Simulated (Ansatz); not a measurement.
# Residual resistivity of an alloy: Ta(100) with 4 layers of random Ta-Ti, 2x2, part 2 of 2

How strongly does chemical disorder scatter in Ta(100) with 4 layers of random Ta-Ti, 2x2?

Ansatz 0.2.0; Ansatz plane-wave DFT, PBE, PAW files; ballistic transport by layer matching (Landauer), zero bias; PAW set soft_1.

So far. Step 3 (With 8 alloy layers): Over the solved energies the transmission per spin lies between 6.13 and 6.22, out of 10.3 channels of the lead on average (up to 10.5).

## Step 4: With 12 alloy layers

In 12 layers a share of 0.5 of the sites is given to Ti at random. A fresh draw is used; the growth of the resistance with length is what counts.

System of this step: Ta(100) with 12 layers of random Ta-Ti, 2x2. The cell holds 88 atoms: 64 Ta and 24 Ti. Its edges and angles: a = 6.605 Å, b = 6.605 Å, c = 36.328 Å, α = 90.0°, β = 90.0°, γ = 90.0°. It derives from Ta. Regions: lead, 40 atoms (40 Ta); scattering region, 48 atoms (24 Ti and 24 Ta). The structure is stacked along c, and the current runs across the ab planes.

File input.yaml:

```yaml
crystal:
  lattice:
    - [6.60512, 0.0, 0.0]
    - [0.0, 6.60512, 0.0]
    - [0.0, 0.0, 36.32816]
  atoms:
    - { symbol: Ta, position: [0.0, 0.0, 0.0227272727] }
    - { symbol: Ta, position: [0.0, 0.5, 0.0227272727] }
    - { symbol: Ta, position: [0.5, 0.0, 0.0227272727] }
    - { symbol: Ta, position: [0.5, 0.5, 0.0227272727] }
    - { symbol: Ta, position: [0.25, 0.25, 0.0681818182] }
    - { symbol: Ta, position: [0.25, 0.75, 0.0681818182] }
    - { symbol: Ta, position: [0.75, 0.25, 0.0681818182] }
    - { symbol: Ta, position: [0.75, 0.75, 0.0681818182] }
    - { symbol: Ta, position: [0.0, 0.0, 0.1136363636] }
    - { symbol: Ta, position: [0.0, 0.5, 0.1136363636] }
    - { symbol: Ta, position: [0.5, 0.0, 0.1136363636] }
    - { symbol: Ta, position: [0.5, 0.5, 0.1136363636] }
    - { symbol: Ta, position: [0.25, 0.25, 0.1590909091] }
    - { symbol: Ta, position: [0.25, 0.75, 0.1590909091] }
    - { symbol: Ta, position: [0.75, 0.25, 0.1590909091] }
    - { symbol: Ta, position: [0.75, 0.75, 0.1590909091] }
    - { symbol: Ta, position: [0.0, 0.0, 0.2045454545] }
    - { symbol: Ta, position: [0.0, 0.5, 0.2045454545] }
    - { symbol: Ta, position: [0.5, 0.0, 0.2045454545] }
    - { symbol: Ta, position: [0.5, 0.5, 0.2045454545] }
    - { symbol: Ti, position: [0.25, 0.25, 0.25] }
    - { symbol: Ta, position: [0.25, 0.75, 0.25] }
    - { symbol: Ti, position: [0.75, 0.25, 0.25] }
    - { symbol: Ti, position: [0.75, 0.75, 0.25] }
    - { symbol: Ti, position: [0.0, 0.0, 0.2954545455] }
    - { symbol: Ta, position: [0.0, 0.5, 0.2954545455] }
    - { symbol: Ti, position: [0.5, 0.0, 0.2954545455] }
    - { symbol: Ta, position: [0.5, 0.5, 0.2954545455] }
    - { symbol: Ta, position: [0.25, 0.25, 0.3409090909] }
    - { symbol: Ta, position: [0.25, 0.75, 0.3409090909] }
    - { symbol: Ta, position: [0.75, 0.25, 0.3409090909] }
    - { symbol: Ta, position: [0.75, 0.75, 0.3409090909] }
    - { symbol: Ti, position: [0.0, 0.0, 0.3863636364] }
    - { symbol: Ti, position: [0.0, 0.5, 0.3863636364] }
    - { symbol: Ta, position: [0.5, 0.0, 0.3863636364] }
    - { symbol: Ta, position: [0.5, 0.5, 0.3863636364] }
    - { symbol: Ti, position: [0.25, 0.25, 0.4318181818] }
    - { symbol: Ti, position: [0.25, 0.75, 0.4318181818] }
    - { symbol: Ta, position: [0.75, 0.25, 0.4318181818] }
    - { symbol: Ta, position: [0.75, 0.75, 0.4318181818] }
    - { symbol: Ti, position: [0.0, 0.0, 0.4772727273] }
    - { symbol: Ti, position: [0.0, 0.5, 0.4772727273] }
    - { symbol: Ti, position: [0.5, 0.0, 0.4772727273] }
    - { symbol: Ti, position: [0.5, 0.5, 0.4772727273] }
    - { symbol: Ta, position: [0.25, 0.25, 0.5227272727] }
    - { symbol: Ti, position: [0.25, 0.75, 0.5227272727] }
    - { symbol: Ta, position: [0.75, 0.25, 0.5227272727] }
    - { symbol: Ti, position: [0.75, 0.75, 0.5227272727] }
    - { symbol: Ti, position: [0.0, 0.0, 0.5681818182] }
    - { symbol: Ti, position: [0.0, 0.5, 0.5681818182] }
    - { symbol: Ti, position: [0.5, 0.0, 0.5681818182] }
    - { symbol: Ta, position: [0.5, 0.5, 0.5681818182] }
    - { symbol: Ta, position: [0.25, 0.25, 0.6136363636] }
    - { symbol: Ta, position: [0.25, 0.75, 0.6136363636] }
    - { symbol: Ta, position: [0.75, 0.25, 0.6136363636] }
    - { symbol: Ti, position: [0.75, 0.75, 0.6136363636] }
    - { symbol: Ta, position: [0.0, 0.0, 0.6590909091] }
    - { symbol: Ta, position: [0.0, 0.5, 0.6590909091] }
    - { symbol: Ta, position: [0.5, 0.0, 0.6590909091] }
    - { symbol: Ta, position: [0.5, 0.5, 0.6590909091] }
    - { symbol: Ta, position: [0.25, 0.25, 0.7045454545] }
    - { symbol: Ti, position: [0.25, 0.75, 0.7045454545] }
    - { symbol: Ti, position: [0.75, 0.25, 0.7045454545] }
    - { symbol: Ti, position: [0.75, 0.75, 0.7045454545] }
    - { symbol: Ta, position: [0.0, 0.0, 0.75] }
    - { symbol: Ta, position: [0.0, 0.5, 0.75] }
    - { symbol: Ti, position: [0.5, 0.0, 0.75] }
    - { symbol: Ti, position: [0.5, 0.5, 0.75] }
    - { symbol: Ta, position: [0.25, 0.25, 0.7954545455] }
    - { symbol: Ta, position: [0.25, 0.75, 0.7954545455] }
    - { symbol: Ta, position: [0.75, 0.25, 0.7954545455] }
    - { symbol: Ta, position: [0.75, 0.75, 0.7954545455] }
    - { symbol: Ta, position: [0.0, 0.0, 0.8409090909] }
    - { symbol: Ta, position: [0.0, 0.5, 0.8409090909] }
    - { symbol: Ta, position: [0.5, 0.0, 0.8409090909] }
    - { symbol: Ta, position: [0.5, 0.5, 0.8409090909] }
    - { symbol: Ta, position: [0.25, 0.25, 0.8863636364] }
    - { symbol: Ta, position: [0.25, 0.75, 0.8863636364] }
    - { symbol: Ta, position: [0.75, 0.25, 0.8863636364] }
    - { symbol: Ta, position: [0.75, 0.75, 0.8863636364] }
    - { symbol: Ta, position: [0.0, 0.0, 0.9318181818] }
    - { symbol: Ta, position: [0.0, 0.5, 0.9318181818] }
    - { symbol: Ta, position: [0.5, 0.0, 0.9318181818] }
    - { symbol: Ta, position: [0.5, 0.5, 0.9318181818] }
    - { symbol: Ta, position: [0.25, 0.25, 0.9772727273] }
    - { symbol: Ta, position: [0.25, 0.75, 0.9772727273] }
    - { symbol: Ta, position: [0.75, 0.25, 0.9772727273] }
    - { symbol: Ta, position: [0.75, 0.75, 0.9772727273] }
kpoints:
  mp_grid: { grid: [4, 4, 1] }
hamiltonian:
  xc: pbe
  pseudopotentials: { kind: paw, azcp: { folder: soft_1 } }
scf:
  occupations: { method: fermi_dirac, width: 0.1 }
output:
  transmission: { leads: [[0, 4]], kmesh: [8, 8], e_range: [-0.05, 0.05], de: 0.05 }
  write_potential: true
  write_density: true
  volumetric_format: npy
```

The run is started by

```bash
> ansatz run input.yaml --threads 4 --pin off --max-ram 15360MiB --backend cpu --events-out ev --progress --plain --runs-dir out
```

Numbers of over 12 decimals in the logs are rounded to 6 here.

Log:

```text
[...]
Crystal: 88 atoms, lattice volume = 1584.911 Å³
Basis set: ecut = 420 eV, 30897 PW (Γ)
Bands: 672, of which v1, the nominal top of the filled ones, is band 560 counted from 1 (559 counted from 0)
Symmetry: 1 space group operations
[...]
k-points: 10 of 16 (time reversal used)
[...]
SCF iter   1: F=—  HF=-695755.193682 eV  |F-HF|=—  |Δ(HF+E_count)|=         —  Δρ=7.74e-2  dr2=9.10e3  ethr=3.10e-3  ⟨swp⟩=7.4  Hψ=28308  notcnv=0
[...]
SCF iter  11: F=-695717.477912 eV  HF=-695717.477912 eV  |F-HF|=1.63e-9  |Δ(HF+E_count)|=   5.12e-9  Δρ=2.23e-7  dr2=1.94e-9  ethr=8.93e-12  ⟨swp⟩=9.3  Hψ=21222  notcnv=0
SCF 1 converged in 11 iterations: F = -695717.477912 eV  dr2 = 1.94e-9
[...]
transmission: 225 of 2244 steps passed
transmission: 450 of 2244 steps passed
[...]
transmission: 2244 of 2244 steps passed
SCF converged after 11 iterations
Free energy (F): -695717.477912 eV
[...]
Internal energy: -695712.782213 eV  (E = F + TS)
E sigma→0 (E₀):  -695715.130063 eV
Entropy (-TS):   -4.695699 eV (-53.360 meV/atom)
Fermi energy:    16.878826 eV
[...]
--- Band table (eV; the first three rows and the last of 10) ---
  k-point 0: bands = [... 556 lower, 17.5175, 17.5219, 17.5222, 17.5232, 17.5284, 17.5728, 17.5732, 17.5794, ... 108 higher]
  k-point 1: bands = [... 556 lower, 17.1878, 17.1939, 17.1970, 17.2085, 17.2114, 17.2228, 17.2291, 17.2342, ... 108 higher]
  k-point 2: bands = [... 556 lower, 16.7961, 16.8073, 16.8230, 16.8344, 16.8436, 16.8515, 16.8566, 16.8659, ... 108 higher]
  k-point 9: bands = [... 556 lower, 16.3527, 16.3799, 16.3953, 16.4058, 16.4191, 16.4237, 16.4400, 16.4624, ... 108 higher]
--- Transmission ---
  basis      : 377 plane waves across, 66 finite elements along
  points     : 34, standing for a mesh of 8 x 8
[...]
channels       : 1.048438e1 a spin
[...]
junction   : crystal 0 to crystal 0, 0.70 to 35.37 Å
    transmission   : 5.147553e0 a spin
[...]
```

The job ended after 34 min (4 threads of Arm Neoverse V2, shared host; peak memory 8.6 GiB; 2 h of CPU time).

Numbers from this step:

| Quantity | Value |
| --- | --- |
| free energy | -695717.4779 eV |
| energy at zero smearing | -695715.1301 eV |
| Fermi energy | 16.88 eV |
| transmission per spin nearest the Fermi level | 5.148 |
| step of the lead's potential | 2.6 meV |

Per spin. Transmission, zone mean against energy, zero at the Fermi level:

| energy (eV) | transmission, zone mean |
| --- | --- |
| -0.0500 | 4.97 |
| 0.0000 | 5.15 |
| 0.0500 | 5.21 |

Over the solved energies the transmission per spin lies between 4.97 and 5.21, out of 10.3 channels of the lead on average (up to 10.5).

## Step 5: The fit

This step: Ansatz plane-wave DFT, PBE, PAW files; ballistic transport by layer matching (Landauer), zero bias; residual resistivity from the slope of the area resistance, atoms on the host's lattice; PAW set soft_1 (Ansatz 0.2.0).

Numbers from this step:

```
resistivity           : 23.16 µΩ cm
intercept             : 0.08146 fΩ m²
scatter about the fit : 0.01869 fΩ m²
```

Resistance, by row:

| run | length (Å) | T | channels N | RA (fΩ m²) |
| --- | --- | --- | --- | --- |
| n4 | 6.605 | 7.107 | 10.34 | 0.2476 |
| n8 | 13.21 | 6.188 | 10.26 | 0.3609 |
| n12 | 19.82 | 5.107 | 10.26 | 0.5535 |

Table of area resistance by length of the alloy:

| length of the alloy (Å) | area resistance (fΩ m²) |
| --- | --- |
| 6.61 | 0.248 |
| 13.21 | 0.361 |
| 19.82 | 0.554 |

The area resistance goes from 0.25 to 0.55 fΩ m² between 6.6 and 19.8 Å, a slope of 23 µΩ cm.

By hand from the end points: (0.5535 − 0.2476) fΩ m² / (19.82 − 6.61) Å = 23 µΩ cm, since 1 fΩ m² per Å is 1000 µΩ cm.

## Step 6: What came out

| Property | Result |
| --- | --- |
| resistivity from the slope | 23.2 µΩ cm |
| area resistance over 6.61 Å | 0.248 fΩ m² |
| area resistance over 13.2 Å | 0.361 fΩ m² |
| area resistance over 19.8 Å | 0.554 fΩ m² |

In words: The slope gives 23 µΩ cm. The points scatter by 0.019 fΩ m² about the line, with one random draw a length in a 2x2 cell, so the slope is a rough value. Read with a model of isotropic scattering on a spherical Fermi surface and the lead's 1.8×10¹⁵ S/m², this slope means a mean free path near 18 Å (a rough figure, since the alloy's own channel count differs); over these lengths the model's slope is 1.04 times its bulk resistivity, which would be 22 µΩ cm. The atoms sit on the host's lattice, so scattering by size misfit is left out. With 50 % of Ti, whose own structure is another, this is a hypothetical phase. Spin-orbit coupling is left out, which matters for Ta.

[Logs are printed without paths, hosts, clocks, repeated set-up lines and the standing remarks that a program may print on its own settings, such as how far it seeks lower states.]

[Hosts, paths, dates, database ids (printed as entryN), source tags and the programs' standing remarks are cut or masked in the printed files.]
